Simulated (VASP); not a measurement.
# SiO₂, band structure: which settings are enough?

SiO₂, Fddd (no. 70), 12 atoms in the cell. AM05; PAW potentials Si, O (PBE set). VASP 6.6.1.

Wanted: band energies at the path's corners within 0.1 eV; smallest gap over path and mesh within 0.05 eV.

What the run is for: bands; Accuracy asked: screening; Route: fixed density (ICHARG 11).

Band energies at the path's corners: counted from the valence top.

POSCAR:
```
SiO2
1.0
    0.0000000000      4.7162571100      7.3627753715
    2.3595806657      0.0000000000      7.3627753715
    2.3595806657      4.7162571100      0.0000000000
Si O
4 8
Direct
    0.9367689200      0.9367689200      0.5632310800
    0.6867689200      0.6867689200      0.3132310800
    0.3132310800      0.3132310800      0.6867689200
    0.5632310800      0.5632310800      0.9367689200
    0.0634396000      0.4365604000      0.0634396000
    0.4365604000      0.0634396000      0.4365604000
    0.8134396000      0.1865604000      0.8134396000
    0.1865604000      0.8134396000      0.1865604000
    0.1250000000      0.6250000000      0.6250000000
    0.6250000000      0.6250000000      0.6250000000
    0.6250000000      0.6250000000      0.1250000000
    0.6250000000      0.1250000000      0.6250000000
```

The series start from Plane-wave cutoff (eV): 460; k-point mesh: 5 × 5 × 5; k points a path segment: 12; Electronic threshold (eV): 1e-6; Precision mode (PREC): Accurate; Bands in all (NBANDS): 54; Aspherical gradient terms in the spheres (LASPH): yes. Each series keeps the choices made before it, and each single choice may use up half of a tolerance. Times cover all steps of a run.

## Plane-wave cutoff (eV)

| Plane-wave cutoff (eV) | Band energies at the path's corners, largest deviation (eV) | Smallest gap over path and mesh (eV) | Time (s) |
|---|---|---|---|
| 320 | 0.04 | 5.872 | 383 |
| 400 | 0.01 | 5.888 | 638 |
| 460 | 0.00 | 5.883 | 895 |
| 520 | 0.00 | 5.882 | 909 |
| 640 (reference) | 0.00 | 5.883 | 1108 |

Chosen: 320, the loosest value from which every tighter one stays within half of the tolerance.

## k-point mesh

| k-point mesh | Band energies at the path's corners, largest deviation (eV) | Smallest gap over path and mesh (eV) | Time (s) |
|---|---|---|---|
| 2 × 2 × 2 | 0.00 | 5.871 | 253 |
| 3 × 3 × 3 | 0.00 | 5.872 | 247 |
| 4 × 4 × 4 | 0.00 | 5.872 | 274 |
| 5 × 5 × 5 | 0.00 | 5.872 | 383 |
| 6 × 6 × 6 | 0.00 | 5.872 | 465 |
| 7 × 7 × 7 (reference) | 0.00 | 5.872 | 480 |

Chosen: 2 × 2 × 2.

Also changed on the way, by series that aren't shown: k points a path segment: 5.

## All choices together

| Input | Band energies at the path's corners, largest deviation (eV) | Smallest gap over path and mesh (eV) | Time (s) |
|---|---|---|---|
| the program's defaults (naive) | 0.02 | 5.889 | 207 |
| chosen settings | 0.04 | 5.871 | 135 |
| reference settings throughout | 0.00 | 5.883 | 2385 |

The chosen settings stay within the tolerance of the reference run, but the reference itself isn't shown to be converged in: Electronic threshold (eV), Bands in all (NBANDS).

## The input

INCAR.step1:
```
GGA      = AM             # functional
ISMEAR   = 0              # smearing method
SIGMA    = 0.03           # smearing width, eV
LWAVE    = False          # write WAVECAR
LCHARG   = True           # write CHGCAR
NBANDS   = 54             # bands
PREC     = Accurate       # precision mode
LASPH    = True           # aspherical terms in the spheres
LREAL    = False          # projectors in reciprocal space
ALGO     = Normal         # electronic algorithm
EDIFF    = 1E-6           # SCF threshold, eV
NELM     = 120            # most SCF steps
GGA_COMPAT= False        
ENCUT    = 320            # plane-wave cutoff, eV
EFERMI   = MIDGAP       
KPAR     = 2             
```

INCAR.step2, as INCAR.step1 but for:
```
- LCHARG = True
+ LCHARG = False
+ ICHARG = 11
```

KPOINTS.step1:
```
Automatic mesh
0
Gamma
  2 2 2
  0 0 0
```

KPOINTS.step2:
```
path GYTZGXA1Y,TX1,XAZ,LG
5
line-mode
reciprocal
 0.0000000000  0.0000000000  0.0000000000  G
 0.5000000000  0.0000000000  0.5000000000  Y

 0.5000000000  0.0000000000  0.5000000000  Y
 1.0000000000  0.5000000000  0.5000000000  T

 1.0000000000  0.5000000000  0.5000000000  T
 0.5000000000  0.5000000000  0.0000000000  Z

 0.5000000000  0.5000000000  0.0000000000  Z
 0.0000000000  0.0000000000  0.0000000000  G

 0.0000000000  0.0000000000  0.0000000000  G
 0.0000000000  0.3382529499  0.3382529499  X

 0.0000000000  0.3382529499  0.3382529499  X
 0.5000000000  0.2130989552  0.7130989552  A1

 0.5000000000  0.2130989552  0.7130989552  A1
 0.5000000000  0.0000000000  0.5000000000  Y

 1.0000000000  0.5000000000  0.5000000000  T
 1.0000000000  0.6617470501  0.6617470501  X1

 0.0000000000  0.3382529499  0.3382529499  X
 0.5000000000  0.7869010448  0.2869010448  A

 0.5000000000  0.7869010448  0.2869010448  A
 0.5000000000  0.5000000000  0.0000000000  Z

 0.5000000000  0.5000000000  0.5000000000  L
 0.0000000000  0.0000000000  0.0000000000  G
```

Commands (each step's output is kept before the next begins):
```
cat potpaw_PBE.64/Si/POTCAR potpaw_PBE.64/O/POTCAR > POTCAR
cp INCAR.step1 INCAR
cp KPOINTS.step1 KPOINTS
mpirun -np 8 vasp_std > vasp.out
cp INCAR.step2 INCAR
cp KPOINTS.step2 KPOINTS
mpirun -np 8 vasp_std > vasp.out
```

The naive input happens to agree within the tolerance here, in 207 s.

Limits: AM05 gaps are mostly well below measured ones.

The chosen input took VASP 6.6.1 135 s on 8 cores (AMD EPYC 7571), a shared host.

## An input that fails: fixed density asked without a density file

VASP's message: ERROR: charge density could not be read from file CHGCAR for ICHARG>10.

Changes against the starting input:
```
- LCHARG = True
- NELM = 120
+ LCHARG = False
+ NELM = 79
+ ICHARG = 11
```
